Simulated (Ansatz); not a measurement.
# ZnS: the cost of one run

All numbers below are computed with Ansatz 0.2.0 (DFT PBE, scalar-relativistic, plane waves, PAW).

4 further runs of the same task are left out: 4 set aside as unsound or not needed.

### Step 1. The starting structure

The cell holds 32 atoms (S16YbZn15): a = 9.426 Å, b = 9.426 Å, c = 9.426 Å, α = 109.47°, β = 109.47°, γ = 109.47°.

The coordinates of this cell stand in the input of its own run.

The host was relaxed before at PBE: a = 5.442 Å, b = 5.442 Å, c = 5.442 Å, α = 90.00°, β = 90.00°, γ = 90.00° (conventional cell), 20.150 Å³/atom.

Places, in fractions of the supercell: Yb in place of Zn at (0.250, 0.500, 0.250). The start keeps the symmetry of the ideal site.

### Step 2. Band edges of the host over the zone

The input, input.yaml:

```yaml
crystal:
  lattice:
    - [0.0, 2.7211786305, 2.7211786305]
    - [2.7211786305, 0.0, 2.7211786305]
    - [2.7211786305, 2.7211786305, 0.0]
  atoms:
    - { symbol: Zn, position: [0.0, 0.0, 0.0] }
    - { symbol: S, position: [0.25, 0.25, 0.25] }
basis:
  ecutwfc: 420
  xc_grid: 2
kpoints:
  mp_grid: { grid: [8, 8, 8] }
  band_path: { path: [VBM, CBM], npoints: 2 }
hamiltonian:
  xc: pbe
scf:
  occupations: { method: gaussian, width: 0.02 }
output:
  forces: true
  stress: true
  eigenvalues: true
```

Command:

```bash
> ansatz run input.yaml --threads 8 --pin off --max-ram 14336MiB --backend cpu --events-out ev --progress --plain --runs-dir out
```

**Question.** How long does this run take on 8 threads of Arm Neoverse N1, shared host, and how much memory does it need?

About 1.4 s, with a peak of 0.34 GiB.
